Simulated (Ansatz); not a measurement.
Ansatz input file:

```yaml
crystal:
  lattice:
    - [1.725725178, 0.9963478961, 3.1296800121]
    - [-1.725725178, 0.9963478961, 3.1296800121]
    - [0.0, -1.9926957921, 3.1296800121]
  atoms:
    - { symbol: P, position: [0.22708025, 0.22708025, 0.22708025] }
    - { symbol: P, position: [0.77291975, 0.77291975, 0.77291975] }
basis:
  ecutwfc: 420
kpoints:
  mp_grid: { grid: [15, 15, 15] }
hamiltonian:
  xc: pbe
  dispersion: d3bj
scf:
  occupations: { method: gaussian, width: 0.1 }
output:
  forces: true
  stress: true
  eigenvalues: true
  write_density: true
  write_potential: true
  elf: true
  volumetric_format: npy
relax:
  adjacent_minimum: "off"
  f_tol: 0.005
  max_steps: 80
  cell: { stress_tol: 0.05 }
```

Run as
```bash
ansatz run input.yaml --threads 1 --pin off --max-ram 2560MiB --backend cpu --events-out ev --progress --plain --runs-dir out
```

Method: DFT PBE+D3(BJ), scalar-relativistic, plane waves, PAW in Ansatz.

Part of what the program printed, abridged (final results; tables in files aren't shown):

```
SCF 7 converged in 7 iterations: F = -1512.179728 eV  dr2 = 3.11e-17
SCF converged after 7 iterations
Free energy (F): -1512.179728 eV
Harris-Foulkes:  -1512.179728 eV  (|F-HF|=0.00e0)
Internal energy: -1512.177668 eV  (E = F + TS)
E sigma→0 (E₀):  -1512.178698 eV
Entropy (-TS):   -0.002060 eV (-1.030 meV/atom)
Fermi energy:    11.243197 eV
--- Per-component energies (eV) ---
  E_band       = 40.207659
  E_kinetic    = 143.520993
  E_local      = -58.183585  (includes V_loc(G=0)·N_el)
  E_nonlocal   = 67.147112
  E_hartree    = 13.143863
  E_xc         = -124.423976
  E_vxc        = -123.616331  (∫ρ·V_xc dr)
  E_paw        = -1138.526710  (= ΣΔE_a)
  E_vpaw       = -14.948262  (= ΣTr[D̂ρ^β])
  E_aug_tail   = 0.000007  (compensation charges beyond the density's cutoff)
  E_ewald      = -413.900151
  E_disp       = -0.955221  (pairwise vdW)
  E_smearing   = -0.002060  (= −TS)
--- Forces (eV/Å), atoms counted from 1 ---
  atom   1  P      0.00000000     0.00000000    -0.00076875
  atom   2  P      0.00000000     0.00000000     0.00076875
--- Stress (GPa, compression-positive) ---
       -0.010221       0.000000       0.000000
        0.000000      -0.010221       0.000000
        0.000000       0.000000      -0.014423
  P = ⅓ Tr σ = -0.0116 GPa (-0.116 kbar)
--- Band table (eV; the first three rows and the last of 344) ---
  k-point 0: bands = ["-5.6809", "8.4960", "8.5127", "8.5127", "8.9355", "13.5671", "14.6080", "14.6080", "16.6952"]
  k-point 1: bands = ["-5.6051", "7.4157", "8.4711", "8.4754", "9.7558", "13.6774", "14.5330", "14.6108", "16.2117"]
  k-point 2: bands = ["-5.3782", "5.9893", "8.3800", "8.4078", "10.4003", "13.6840", "14.0149", "14.5355", "15.7859"]
  k-point 343: bands = ["-2.7550", "-0.2867", "7.8849", "8.4250", "10.3787", "10.9140", "12.3184", "13.9461", "20.2645"]
--- Relaxed structure (6 steps of the walk, 6 accepted, 1 SCFs on fresh bases) ---
  F+E_penalty+E_count = -1512.17972783 eV   max|allowed force component| = 7.687e-4 eV/Å   (the final SCF, on the basis selected at the relaxed cell)
  cell:  # Å, volume = 29.6060 Å³
    - [1.71329245, 0.98916985, 2.91155780]
    - [-1.71329245, 0.98916985, 2.91155780]
    - [0.0, -1.97833971, 2.91155780]
  atoms:
    - { symbol: P, position: [0.23401996, 0.23401996, 0.23401996] }
    - { symbol: P, position: [0.76598003, 0.76598003, 0.76598003] }
```

The relaxation met its thresholds.

Time: 43 s on 1 thread of Intel(R) Xeon(R) Platinum 8488C (Sapphire Rapids) (shared host), peak memory 0.52 GiB.